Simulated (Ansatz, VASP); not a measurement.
One calculation of SiGe, two programs

File POSCAR:

```
SiGe
1.0
    3.2101506320      0.0000000000      0.0000000000
    0.0000000000      3.2101506320      0.0000000000
    0.0000000000      0.0000000000      3.2101506320
Ge Si
1 1
Direct
    0.0000000000      0.0000000000      0.0000000000
    0.5000000000      0.5000000000      0.5000000000
```

The input INCAR.step1:

```
ALGO = Normal
EDIFF = 1E-4
ENCUT = 520
GGA = PE
ISMEAR = -1
LASPH = True
LCHARG = False
LREAL = False
LWAVE = True
NBANDS = 16
NELM = 60
PREC = Accurate
SIGMA = 0.02
```

File INCAR.step2:

```
ALGO = Normal
EDIFF = 1E-6
ENCUT = 520
ISIF = 2
ISMEAR = -1
ISTART = 1
LASPH = True
LCHARG = True
LELF = True
LMIXTAU = True
LREAL = False
LVHAR = True
LWAVE = False
METAGGA = R2SCAN
NBANDS = 16
NELM = 60
PREC = Accurate
SIGMA = 0.02
```

File KPOINTS:

```
k-points
0
Gamma
  6 6 6
```

Input for Ansatz:

```yaml
crystal:
  lattice:
    - [3.210150632, 0.0, 0.0]
    - [0.0, 3.210150632, 0.0]
    - [0.0, 0.0, 3.210150632]
  atoms:
    - { symbol: Ge, position: [0.0, 0.0, 0.0] }
    - { symbol: Si, position: [0.5, 0.5, 0.5] }
kpoints:
  mp_grid: { grid: [6, 6, 6] }
hamiltonian:
  xc: r2scan
scf:
  occupations: { method: fermi_dirac, width: 0.02 }
  n_extra_bands: 4
output:
  forces: true
  stress: true
  eigenvalues: true
```

The cell was built by a generator and needn't be a form met in nature.

Alike in both runs: task single point; functional r2SCAN; k mesh 6 × 6 × 6; occupations fermi-dirac, width 0.02 eV; no spin polarisation.

|  | VASP | Ansatz |
| --- | --- | --- |
| version | VASP 6.6.1 | Ansatz 0.2.0 |
| potentials or method | VASP PAW PBE potentials, release 64 (Ge_d, Si) | plane waves, PAW |
| plane-wave cutoff (eV) | 520 | 500 |
| valence electrons in the cell | 18 | 18 |

```tsv
	VASP	Ansatz	Ansatz less VASP
pressure (GPa)	2.1	2.2	+0.07
```

The functional is the same, so the differences come from potentials, cutoffs and numerics.

Caveats: the PAW data sets were made with another functional, which shifts forces and pressure a little (VASP).
